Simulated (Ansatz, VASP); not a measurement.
Cr: VASP beside Ansatz

```
CELL_PARAMETERS angstrom
-1.44195 1.44195 1.47800
1.44195 -1.44195 1.47800
1.44195 1.44195 -1.47800
ATOMIC_POSITIONS crystal
Cr 0.00000 0.00000 0.00000
```

Change from the starting cell: strain +0.000 along x and y, +0.025 along z, atoms carried along.

Alike in both runs: task single point; functional PBEsol; k mesh 24 × 24 × 24; occupations gaussian, width 0.15 eV; no spin polarisation.

```csv
,VASP,Ansatz
version,VASP 6.6.1,Ansatz 0.2.0
potentials or method,"VASP PAW PBE potentials, release 64 (Cr_pv)","scalar-relativistic, plane waves, PAW"
plane-wave cutoff (eV),520,420
valence electrons in the cell,12,14
```

VASP gave:

| Item | Value |
| --- | --- |
| gap on the k mesh at the Fermi level (eV) | none |
| pressure (GPa) | -22.8 |
| largest component of the traceless stress (GPa) | 4.89 |

Problem. Estimate Ansatz's values.

Solution. gap on the k mesh at the Fermi level (eV): none; pressure (GPa): -22.3; largest component of the traceless stress (GPa): 4.93.

A gap of «none» marks a metal or a gap that the smearing closes. The two sets of potentials don't hold the same shells in valence.

Caveats: so large a pressure means that the cell lies far from this level's equilibrium, or that cutoff or potentials fall short (VASP); the potentials were made for another functional, which shifts forces and pressure (VASP); the run has no spin polarisation, though such a crystal can be magnetic. Spin polarisation is off, so any magnetic state and its effect on volume and gap are missing.
